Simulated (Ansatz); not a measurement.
The system is PtS2.

```
CELL_PARAMETERS angstrom
3.54320 0.00000 0.00000
-1.77160 3.06850 0.00000
0.00000 0.00000 5.03880
ATOMIC_POSITIONS crystal
Pt 0.00000 0.00000 0.00000
S 0.66667 0.33333 0.77300
S 0.33333 0.66667 0.22700
```

Program: Ansatz 0.2.0. Alike in all runs: task band structure; potentials or basis Ansatz PAW; cell as given; cutoff (eV) 420; smearing fermi-dirac 0.05 eV.

Task: Order these runs on this cell by their pressure, lowest first.
A. level PBEsol; spin SOC, no magnetisation; k mesh 7 × 7 × 4
B. level BLYP; spin off; k mesh 9 × 9 × 5
C. level LDA; spin SOC, no magnetisation; k mesh 7 × 7 × 4
D. level revPBE; spin off; k mesh 9 × 9 × 5

Result: C (3.6 GPa), A (6.4 GPa), D (13.6 GPa), B (19.3 GPa).

Caveats: the PAW data sets come from PBE, with cores solved anew for the run's functional, which leaves a small shift of forces and pressure; so large a pressure means that the cell lies far from this level's equilibrium, or that cutoff or potentials fall short (some runs).
